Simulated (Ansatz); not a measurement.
Given:

Starting cell, CaF2 (fluorite):

```
CELL_PARAMETERS angstrom
      0.00000     2.72024     2.72024
      2.72024     0.00000     2.72024
      2.72024     2.72024     0.00000
ATOMIC_POSITIONS crystal
  Ca 0.00000 0.00000 0.00000
  F  0.25000 0.25000 0.25000
  F  0.75000 0.75000 0.75000
```

A phonon eigenvector at Γ is frozen into this cell: atom i moves by Q times the vector below, so Q is the largest atomic displacement, in Å. The cell is held. It is one choice among 3 degenerate patterns.

| atom | x | y | z |
|---|---|---|---|
| Ca1 | 0.000 | 0.000 | 0.948 |
| F2 | 0.000 | 0.000 | -1.000 |
| F3 | 0.000 | 0.000 | -1.000 |

All values below come from r2SCAN (plane waves to 500 eV, PAW, scalar-relativistic; Ansatz, a first-principles code). k mesh 11×11×11 (Γ-centred), Fermi-Dirac smearing 0.05 eV. Energies are smeared free energies. CaF2 was relaxed with its symmetry unable to fall. The PAW data are Ansatz's earlier set. The zero of ΔE is the undisplaced structure.

The scan covers Q from -0.180 to 0.180 Å in 13 points.

Is the energy the same for equal positive and negative displacements?

Even: the same for both signs.

Is this a single well or a double well?

A single well with its minimum at or next to zero displacement.

Which space group does the distorted structure have?

I4mm (No. 107), lowered from Fm-3m.

What is the energy change at Q = 0.180 Å?

311 meV/cell.

What harmonic wavenumber does the curvature at Q = 0 give?

263 cm⁻¹.

(A displaced cell: forces are minus the slopes of the energy, force constants its curvatures, and phonons follow from these.)
